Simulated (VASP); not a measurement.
## CdS in VASP 6.6.1, single-point calculation

INCAR

```
IBRION = -1
ISMEAR = 1
EDIFF = 1E-9
NSW = 0
GGA = PE
LREAL = .FALSE.
PREC = Accurate
SIGMA = 0.05
LASPH = .TRUE.
ENCUT = 520
NELM = 120
LCHARG = .FALSE.
NBANDS = 16
LWAVE = .FALSE.
ISIF = 2
```

KPOINTS

```
KPOINTS created by Atomic Simulation Environment
0
Gamma
8 8 8
0 0 0
```

POSCAR

```
Cd S
 1.0000000000000000
     0.0000000000000000    2.9392148400000000    2.9392148400000000
     3.1049865570000001    0.0000000000000000    2.9392148400000000
     3.1049865570000001    2.9392148400000000    0.0000000000000000
 Cd  S
   1   1
Cartesian
  0.0000000000000000  0.0000000000000000  0.0000000000000000
  1.5524932784999999  1.4696074199999998  1.4696074199999998
```

The recommended PBE PAW datasets give the neutral cell 18 valence electrons.

Command

```
mpirun -np 1 vasp_std
```

Problem. Predict the outcome of this run.

Solution. It converged. Results: gap between bands v and c on the k mesh 0.91 eV; least direct gap on the k mesh 0.91 eV; pressure -1.3 GPa. Band v is the last that the valence electrons fill when counted band by band, and c is the next.

OSZICAR

```
N       E                     dE             d eps       ncg     rms          rms(c)
DAV:   1     0.109583112191E+03    0.10958E+03   -0.88725E+03  1920   0.101E+03
DAV:   2    -0.229205659471E+01   -0.11188E+03   -0.10552E+03  2264   0.254E+02
DAV:   3    -0.667032422203E+01   -0.43783E+01   -0.43693E+01  2424   0.519E+01
DAV:   4    -0.669807110879E+01   -0.27747E-01   -0.27744E-01  2440   0.404E+00
DAV:   5    -0.669846443930E+01   -0.39333E-03   -0.39332E-03  2400   0.456E-01    0.685E+00
DAV:   6    -0.615140536401E+01    0.54706E+00   -0.89400E-01  2792   0.110E+01    0.569E+00
DAV:   7    -0.613454533181E+01    0.16860E-01   -0.17718E-01  2352   0.289E+00    0.288E+00
DAV:   8    -0.613458819607E+01   -0.42864E-04   -0.15120E-02  2280   0.149E+00    0.250E-01
DAV:   9    -0.613456739049E+01    0.20806E-04   -0.17018E-03  2384   0.556E-01    0.675E-02
DAV:  10    -0.613473149912E+01   -0.16411E-03   -0.24130E-04  2320   0.138E-01    0.754E-02
DAV:  11    -0.613482013814E+01   -0.88639E-04   -0.14404E-04  2312   0.838E-02    0.280E-02
DAV:  12    -0.613481391476E+01    0.62234E-05   -0.17503E-05  2344   0.471E-02    0.797E-03
DAV:  13    -0.613481486430E+01   -0.94954E-06   -0.23427E-06  2352   0.936E-03    0.628E-03
DAV:  14    -0.613481485246E+01    0.11842E-07   -0.21581E-07  2440   0.338E-03    0.378E-03
DAV:  15    -0.613481484874E+01    0.37228E-08   -0.72451E-09  2344   0.502E-04    0.198E-03
DAV:  16    -0.613481484310E+01    0.56395E-08   -0.25389E-09  2536   0.285E-04    0.239E-04
DAV:  17    -0.613481483921E+01    0.38870E-08   -0.13536E-10  1520   0.798E-05    0.913E-05
DAV:  18    -0.613481483645E+01    0.27594E-08   -0.92067E-11  1288   0.576E-05    0.138E-05
DAV:  19    -0.613481483649E+01   -0.38881E-10   -0.92498E-12  1160   0.236E-05
   1 F= -.61348148E+01 E0= -.61348190E+01  d E =0.124920E-04
```

For comparison, a separate PBE run of the intended cell, on usual settings and not on those above, gives a gap of 0.91 eV on its mesh and a pressure of -1.3 GPa.
